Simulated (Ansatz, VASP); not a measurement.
## Be: VASP beside Ansatz

The input INCAR:

```
PREC = Accurate
ENCUT = 520
EDIFF = 1E-6
ISMEAR = -1
SIGMA = 0.1
LREAL = False
LASPH = True
NELM = 150
ALGO = Normal
ISIF = 2
LWAVE = False
LCHARG = True
MAGMOM = 0 0 0 0 0 0
LORBIT = 11
LSORBIT = True
GGA_COMPAT = False
LORBMOM = True
GGA = RE
LVHAR = True
NBANDS = 16
```

KPOINTS

```
regular mesh
0
Gamma
  16 16 9
```

The input POSCAR:

```
Be
1.0
    2.2826652390      0.0000000000      0.0000000000
   -1.1413326195      1.9768460853      0.0000000000
    0.0000000000      0.0000000000      3.5829428831
Be
2
Direct
    0.3333333333      0.6666666667      0.2500000000
    0.6666666667      0.3333333333      0.7500000000
```

Input for Ansatz:

```yaml
crystal:
  lattice:
    - [2.282665239, 0.0, 0.0]
    - [-1.1413326195, 1.9768460853, 0.0]
    - [0.0, 0.0, 3.5829428831]
  atoms:
    - { symbol: Be, position: [0.3333333333, 0.6666666667, 0.25] }
    - { symbol: Be, position: [0.6666666667, 0.3333333333, 0.75] }
hamiltonian:
  xc: revpbe
  pseudopotentials:
    kind: paw_fr
    azcp:
      Be: "pseudopotentials/Be.paw.azcp"
basis:
  ecutwfc: 420
  fft_grid_basis: typed
kpoints:
  mp_grid: { grid: [16, 16, 9], shift: [0, 0, 0] }
magnetization:
  noncollinear: true
  spin_orbit: true
scf:
  occupations: { method: fermi_dirac, width: 0.1 }
```

Alike in both runs: task single point; functional revPBE; k mesh 16 × 16 × 9; occupations fermi-dirac, width 0.1 eV; non-collinear spin, spin-orbit coupling.

|  | VASP | Ansatz |
| --- | --- | --- |
| version | VASP 6.6.1 | Ansatz 0.2.0 |
| potentials or method | VASP PAW PBE potentials, release 64 (Be) | plane waves (420 eV) with PAW, fully relativistic with spin-orbit coupling |
| plane-wave cutoff (eV) | 520 | 420 |
| valence electrons in the cell | 4 | 4 |

```csv
,VASP,Ansatz,Ansatz less VASP
net moment per atom (μB),0.00,0.00,0.000
```
